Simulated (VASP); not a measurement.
Set up this calculation in VASP 6.6.1, as the native input.

| Quantity | Value |
| --- | --- |
| Task | single point |
| Functional | PBEsol |
| Potentials or basis | VASP PAW PBE potentials, release 64 (Zn) |
| Cutoff | 520 eV |
| k mesh | 12 × 12 × 12 |
| Occupations | gaussian, width 0.1 eV |
| Spin | no spin polarisation |
| Further INCAR settings | ALGO = Normal; EDIFF = 1e-06 |

The structure of Zn lies in POSCAR:

```
Zn
1.0
    0.0000000000      1.9647760000      1.9647760000
    1.9647760000      0.0000000000      1.9647760000
    1.9647760000      1.9647760000      0.0000000000
Zn
1
Cartesian
    0.0000000000      0.0000000000      0.0000000000
```

This isn't the form of Zn at room conditions, which is hcp.

One way to write it, as run:

INCAR

```
SYSTEM = Zn
ALGO = Normal
EDIFF = 1E-6
ENCUT = 520
GGA = PS
ISIF = 2
ISMEAR = 0
LASPH = .TRUE.
LCHARG = .FALSE.
LREAL = .FALSE.
LWAVE = .FALSE.
NELM = 80
PREC = Accurate
SIGMA = 0.1
```

KPOINTS

```
k-points
0
G
  12 12 12
  0 0 0
```

Potentials or basis: VASP PAW PBE potentials, release 64 (Zn).

Run with:

```sh
$ cat potpaw_PBE.64/Zn/POTCAR > POTCAR
$ mpirun -np 1 vasp_std > vasp.out
```

It gave:

```json
{
  "Pressure": "-4.9 GPa",
  "Band gap on the k mesh": "none (metal or under the smearing width)"
}
```

Caveat: the PAW data sets were made with another functional, which shifts forces and pressure a little.

Run time: 3.9 s on 1 thread of Intel(R) Xeon(R) 6975P-C (Granite Rapids), with other jobs on the host, peak memory 0.13 GiB.
